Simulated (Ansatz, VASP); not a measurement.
Br in VASP and in Ansatz

Contents of INCAR:

```
  PREC = Accurate
  ENCUT = 520
  EDIFF = 1E-6
  ISMEAR = -1
  SIGMA = 0.05
  LREAL = F
  LASPH = T
  NELM = 60
  ALGO = Normal
  ISIF = 2
  LWAVE = F
  LCHARG = F
  GGA = PS
  NBANDS = 22
```

The input KPOINTS:

```
regular mesh
0
Gamma
  7 7 3
```

File POSCAR:

```
Br
1.0
    3.3855238279     -2.3379315741      0.0000000000
    3.3855238279      2.3379315741      0.0000000000
    0.0000000000      0.0000000000      8.7599328054
Br
4
Direct
    0.3651000000      0.6349000000      0.3901000000
    0.1349000000      0.8651000000      0.8901000000
    0.6349000000      0.3651000000      0.6099000000
    0.8651000000      0.1349000000      0.1099000000
```

Contents of input.yaml:

```yaml
crystal:
  lattice:
    - [3.3855238279, -2.3379315741, 0.0]
    - [3.3855238279, 2.3379315741, 0.0]
    - [0.0, 0.0, 8.7599328054]
  atoms:
    - { symbol: Br, position: [0.3651, 0.6349, 0.3901] }
    - { symbol: Br, position: [0.1349, 0.8651, 0.8901] }
    - { symbol: Br, position: [0.6349, 0.3651, 0.6099] }
    - { symbol: Br, position: [0.8651, 0.1349, 0.1099] }
kpoints:
  mp_grid: { grid: [7, 7, 3] }
scf:
  occupations: { method: fermi_dirac, width: 0.05 }
hamiltonian:
  xc: pbesol
  pseudopotentials: { kind: all_electron, lapw: { basis_error: 0.002 } }
output:
  forces: true
  stress: true
  eigenvalues: true
```

Change from the starting cell: volume scaled by 1.02.

Alike in both runs: task single point; functional PBEsol; k mesh 7 × 7 × 3; occupations fermi-dirac, width 0.05 eV; no spin polarisation.

|  | VASP | Ansatz |
| --- | --- | --- |
| version | VASP 6.6.1 | Ansatz 0.2.0 |
| potentials or method | VASP PAW PBE potentials, release 64 (Br) | all-electron LAPW, scalar-relativistic |
| plane-wave cutoff (eV) | 520 | see its input |

|  | VASP | Ansatz | Ansatz less VASP |
| --- | --- | --- | --- |
| gap on the k mesh at the Fermi level (eV) | 1.78 | 1.79 | +0.007 |
| least direct gap on the mesh (eV) | 1.80 | 1.81 | +0.007 |
| pressure (GPa) | -0.4 | -0.4 | -0.02 |
| largest component of the traceless stress (GPa) | 0.58 | 0.57 | -0.007 |
| rms of the force components (eV/Å) | 0.304 | 0.290 | -0.0144 |

Atom by atom the forces differ by 0.015 eV/Å (rms over components). Ansatz ran all-electron here, so the differences hold the error of VASP's frozen core and of both bases.

Caveats: an odd mesh through Γ misses points on the zone boundary, where band edges often lie; the PAW data sets were made with another functional, which shifts forces and pressure a little (VASP).
